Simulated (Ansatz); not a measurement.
Magnetic order of CoO at several levels

```
CELL_PARAMETERS angstrom
-3.01600 3.01600 4.21450
1.50800 -1.50800 2.10725
1.50800 1.50800 -2.10725
ATOMIC_POSITIONS crystal
Co 0.00000 0.00000 0.00000
O 0.25000 0.50000 0.00000
Co 0.50000 0.00000 0.00000
O 0.75000 0.50000 0.00000
```

The same starts (parallel, antiparallel patterns that fit this cell, and no moments) were run with plane-wave PAW DFT (Ansatz 0.2.0; atoms fixed, collinear spin, no spin-orbit coupling; 5×10×10 Γ-centred mesh, fermi-dirac occupations of width 0.050 eV) at these levels: PBE, 420 eV; PBE with U_eff = 3.3 eV on Co d (all-electron-ortho-atomic projectors), 420 eV; r2SCAN, 500 eV.

Question: Which order does each level favour, and how strongly?

Answer: The runs give, at zero smearing:

```json
{"level": "PBE", "lowest state": "antiparallel, compensated", "mean moment on Co (μB)": "2.37", "parallel less best compensated antiparallel (meV per Co)": "+143", "gain over no moments (meV per Co)": "623"}
{"level": "PBE + U", "lowest state": "antiparallel, compensated", "mean moment on Co (μB)": "2.52", "parallel less best compensated antiparallel (meV per Co)": "+102", "gain over no moments (meV per Co)": "1588"}
{"level": "r2SCAN", "lowest state": "antiparallel, compensated", "mean moment on Co (μB)": "2.51", "parallel less best compensated antiparallel (meV per Co)": "+105", "gain over no moments (meV per Co)": "1248"}
```

Site moments are taken in small spheres that don't touch (radius about 0.4 of the atom's shortest bond), so those of the magnetic atoms read low. All levels favour antiparallel moments: the difference runs from +102 to +143 meV per Co.

The cell is that of a Crystallography Open Database entry, unchanged but doubled along one cell vector so that moments can oppose.

Caveats: only orders that fit this cell were tried, so the true order may need a larger cell or canted moments; atoms and cell are held at the entry's values; differences under about 5 meV per magnetic atom weren't tested against a denser mesh or another U, and are taken as unresolved; the U is a value in common use, not computed for this crystal; the state without moments isn't the paramagnet, so the last column is no ordering energy, and a U inflates it; the entry's cell stands up to +8 GPa off zero pressure at these levels; the nearest magnetic atoms form triangles, which frustrates antiparallel coupling, so the true order may be non-collinear or need another cell.
